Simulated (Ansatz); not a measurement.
# TePb (CsCl type): the cost of one run

Method: DFT PBE, with the methods named in each step, in Ansatz 0.2.0.

**1. The structure to begin with**

Symmetry: Pm-3m, No. 221, cubic system. Conventional cell: a = 3.996 Å, b = 3.996 Å, c = 3.996 Å, α = 90.00°, β = 90.00°, γ = 90.00°. Around Pb (site symmetry m-3m) lie 8 Te at 3.46 Å. Te (site symmetry m-3m) is surrounded by 8 Pb at 3.46 Å.

Structure file:

```cif
data_structure
_symmetry_space_group_name_H-M 'Pm-3m'
_symmetry_Int_Tables_number 221
_cell_length_a 3.9962
_cell_length_b 3.9962
_cell_length_c 3.9962
_cell_angle_alpha 90.000
_cell_angle_beta 90.000
_cell_angle_gamma 90.000
_cell_volume 63.82
loop_
_atom_site_label
_atom_site_type_symbol
_atom_site_symmetry_multiplicity
_atom_site_Wyckoff_symbol
_atom_site_fract_x
_atom_site_fract_y
_atom_site_fract_z
_atom_site_occupancy
Pb1 Pb 1 a 0.00000 0.00000 0.00000 1
Te1 Te 1 b 0.50000 0.50000 0.50000 1
```

The file gives the conventional cell by its symmetry; the runs use the cell typed in the input.

Whether this phase is the stable one at these pressures isn't tested.

Atoms are numbered in the order of the input: Pb1, Te2.

**2. The reference volume, LAPW**

input.yaml reads:

```yaml
crystal:
  lattice:
    - [3.9961849834, 0.0, 0.0]
    - [0.0, 3.9961849834, 0.0]
    - [0.0, 0.0, 3.9961849834]
  atoms:
    - { symbol: Pb, position: [0.0, 0.0, 0.0] }
    - { symbol: Te, position: [0.5, 0.5, 0.5] }
kpoints:
  mp_grid: { grid: [11, 11, 11] }
  band_path:
    path:
      - [0.0, 0.0, 0.0]
      - [0.0, 0.5, 0.0]
      - [0.5, 0.5, 0.0]
      - [0.0, 0.0, 0.0]
      - [0.5, 0.5, 0.5]
      - [0.0, 0.5, 0.0]
      - [0.5, 0.5, 0.5]
      - [0.5, 0.5, 0.0]
    npoints: 14
scf:
  occupations: { method: fermi_dirac, width: 0.1 }
hamiltonian:
  xc: pbe
  pseudopotentials: { kind: all_electron, lapw: { basis_error: 0.001 } }
output:
  forces: true
  stress: true
  eigenvalues: true
  populations: true
  dos: { projected: true, de: 0.2, e_range: [-14, 8] }
```

Started as:

```sh
$ ansatz run input.yaml --threads 1 --pin off --max-ram 2048MiB --backend cpu --events-out ev --progress --plain --runs-dir out
```

**Question.** How long does this run take on 1 thread of Intel Xeon 6975P-C (Granite Rapids), shared host, and how much memory does it need?

About 12 s, with a peak of 0.41 GiB.
